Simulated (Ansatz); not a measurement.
Input of an Ansatz 0.2.0 run:

The input input.yaml:

```yaml
crystal:
  lattice:
    - [-1.6749232544, 1.6749232544, 5.7401081759]
    - [1.6749232544, -1.6749232544, 5.7401081759]
    - [1.6749232544, 1.6749232544, -5.7401081759]
  atoms:
    - { symbol: Nb, position: [0.2498808, 0.7498808, 0.5] }
    - { symbol: Nb, position: [0.4998808, 0.4998808, 0.0] }
    - { symbol: P, position: [0.83274777, 0.33274777, 0.5] }
    - { symbol: P, position: [0.08274777, 0.08274777, 0.0] }
hamiltonian:
  xc: pbe
  pseudopotentials: { kind: paw }
kpoints:
  mp_grid: { grid: [11, 11, 11] }
scf:
  occupations: { method: fermi_dirac, width: 0.05 }
output:
  forces: true
  stress: true
  eigenvalues: true
relax:
  f_tol: 0.01
  max_steps: 40
  cell: { stress_tol: 0.05 }
```

Potentials or basis: Ansatz PAW.

Command:

```sh
$ ansatz run input.yaml --threads 2 --pin off --max-ram 5632MiB --backend cpu --events-out ev --progress --plain --runs-dir out
```

(1) What does it give for the band gap on the k mesh?

(2) Predict the relaxed volume.

(3) Predict the relaxed cell.

(4) What does it give for the space group after relaxing (to 0.05 Å)?

## Answers

(1) none (metal or under the smearing width).

(2) 16.01 Å³/atom.

(3) a = 6.185 Å, b = 6.185 Å, c = 6.185 Å, α = 148.60°, β = 148.60°, γ = 44.99°.

(4) I4_1md (No. 109).
